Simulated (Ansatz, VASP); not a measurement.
## As in VASP and in Ansatz

The input INCAR:

```
PREC     = Accurate       # precision mode
ENCUT    = 520            # plane-wave cutoff, eV
EDIFF    = 1E-6           # SCF threshold, eV
ISMEAR   = -1             # smearing method
SIGMA    = 0.1            # smearing width, eV
LREAL    = False          # projectors in reciprocal space
LASPH    = True           # aspherical terms in the spheres
NELM     = 80             # most SCF steps
ALGO     = Normal         # electronic algorithm
ISIF     = 2              # what is computed and relaxed
LWAVE    = False          # write WAVECAR
LCHARG   = True           # write CHGCAR
GGA      = CA             # functional
LELF     = True           # ELF
LVHAR    = True         
NBANDS   = 12             # bands
```

KPOINTS

```
regular mesh
0
Gamma
  10 10 10
```

POSCAR

```
As
1.0
    0.0000000000      3.0225740798      3.0225740798
    3.0225740798      0.0000000000      3.0225740798
    3.0225740798      3.0225740798      0.0000000000
As
2
Direct
    0.1250000000      0.1250000000      0.1250000000
    0.8750000000      0.8750000000      0.8750000000
```

Input for Ansatz:

```yaml
crystal:
  lattice:
    - [0.0, 3.0225740798, 3.0225740798]
    - [3.0225740798, 0.0, 3.0225740798]
    - [3.0225740798, 3.0225740798, 0.0]
  atoms:
    - { symbol: As, position: [0.125, 0.125, 0.125] }
    - { symbol: As, position: [0.875, 0.875, 0.875] }
hamiltonian:
  xc: lda
  pseudopotentials:
    kind: paw
    azcp:
      As: "pseudopotentials/As.paw.azcp"
basis:
  ecutwfc: 420
  fft_grid_basis: typed
kpoints:
  mp_grid: { grid: [10, 10, 10], shift: [0, 0, 0] }
magnetization:
  spin_polarized: false
scf:
  occupations: { method: fermi_dirac, width: 0.1 }
  lower_state_search: "off"
output:
  stress: true
```

Alike in both runs: task single point; functional LDA; k mesh 10 × 10 × 10; occupations fermi-dirac, width 0.1 eV; no spin polarisation.

```csv
,VASP,Ansatz
version,VASP 6.6.1,Ansatz 0.2.0
potentials or method,"VASP PAW LDA potentials, release 64 (As)","plane waves (420 eV) with PAW, scalar-relativistic"
plane-wave cutoff (eV),520,420
valence electrons in the cell,10,30
```

```tsv
	VASP	Ansatz	Ansatz less VASP
pressure (GPa)	-1.9	-2.1	-0.22
```

The two sets of potentials don't hold the same shells in valence. Ansatz warned: «pseudo_functional_mismatch».
